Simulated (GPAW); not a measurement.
TiO2 (Anatase):

```xyz
6
Lattice="-1.8921 1.8921 4.7573 1.8921 -1.8921 4.7573 1.8921 1.8921 -4.7573" Properties=species:S:1:pos:R:3 pbc="T T T"
Ti    0.0000    1.8921    2.3786
Ti    0.0000    0.0000    0.0000
O     0.0000    0.0000    7.5346
O     0.0000    1.8921    0.3987
O     0.0000    1.8921    4.3586
O     0.0000    0.0000    1.9800
```

Base run:

| Item | Value |
| --- | --- |
| Program | GPAW 26.7.0 |
| Functional | PBEsol |
| Potentials or basis | PAW data sets generated in the run's folder for this functional |
| Cutoff | 800 eV |
| Basis | pw |
| k mesh | 7 × 7 × 7 |
| Occupations | fermi-dirac, width 0.05 eV |
| Spin | no spin polarisation |

Its results: band gap on the k mesh 2.08 eV, indirect (least direct gap 2.42 eV); pressure 0.3 GPa; largest force 0.031 eV/Å.

**Question.** The run is repeated on the same cell with these changes: functional from PBEsol to LDA; potentials or basis from PAW data sets generated in the run's folder for this functional to the program's PAW data sets (release 1.2.1) made for this functional. What comes out?

**Answer.** Band gap on the k mesh 2.02 eV, indirect (least direct gap 2.37 eV); pressure -5.6 GPa; largest force 0.088 eV/Å.
